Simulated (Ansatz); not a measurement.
**Co in Ansatz: convergence with k mesh**

Input of the first run (k mesh 4 × 4 × 4); the others differ in this setting and in those tied to it:

The input input.yaml:

```yaml
crystal:
  lattice:
    - [-1.4145745, 1.39290955, 1.39215747]
    - [1.44298028, -1.37512715, 1.40278084]
    - [1.4112696, 1.37182225, -1.37437506]
  atoms:
    - { symbol: Co, position: [0.0, 0.0, 0.0], spin: 2.0 }
hamiltonian:
  xc: pbe
  pseudopotentials: { kind: paw }
magnetization:
  spin_polarized: true
kpoints:
  mp_grid: { grid: [4, 4, 4] }
scf:
  occupations: { method: methfessel_paxton, width: 0.05 }
output:
  forces: true
  stress: true
  eigenvalues: true
```

Potentials or basis: Ansatz PAW.

The run is started by

```sh
$ ansatz run input.yaml --threads 2 --pin off --max-ram 5632MiB --backend cpu --events-out ev --progress --plain --runs-dir out
```

This isn't the form of Co at room conditions, which is hcp.

Hardware: 2 threads of Intel(R) Xeon(R) 6975P-C (Granite Rapids), with other jobs on the host.

```tsv
k mesh	energy less the tightest run, at zero smearing (meV/atom)	pressure (GPa)	absolute moment (μB)	SCF cycles	CPU time (s)	peak memory (GiB)
4 × 4 × 4	14.25	1.78	1.88	13	2.1	0.32
5 × 5 × 5	-47.39	2.21	2.01	12	2.4	0.32
6 × 6 × 6	6.70	1.68	1.91	13	3.5	0.35
8 × 7 × 8	-5.77	2.41	1.95	12	6	0.38
10 × 9 × 10	4.34	2.34	1.94	12	11	0.45
12 × 12 × 12	-0.75	2.05	1.93	12	20	0.57
15 × 15 × 15	-1.29	1.07	1.88	12	41	0.81
18 × 18 × 18	0.76	1.01	1.88	11	64	1.1
22 × 21 × 22	0.00	1.24	1.89	11	120	1.7
```

Against the tightest run, the energy stays within 1 meV/atom from 18 × 18 × 18 on; the absolute moment stays within 0.02 μB from 15 × 15 × 15 on. Not settled before the last step: the pressure (to 0.1 GPa). Meshes of other sizes hit other points, so gaps and Fermi surfaces needn't settle smoothly. The tightest run that finished is the yardstick and may itself not be fully converged.
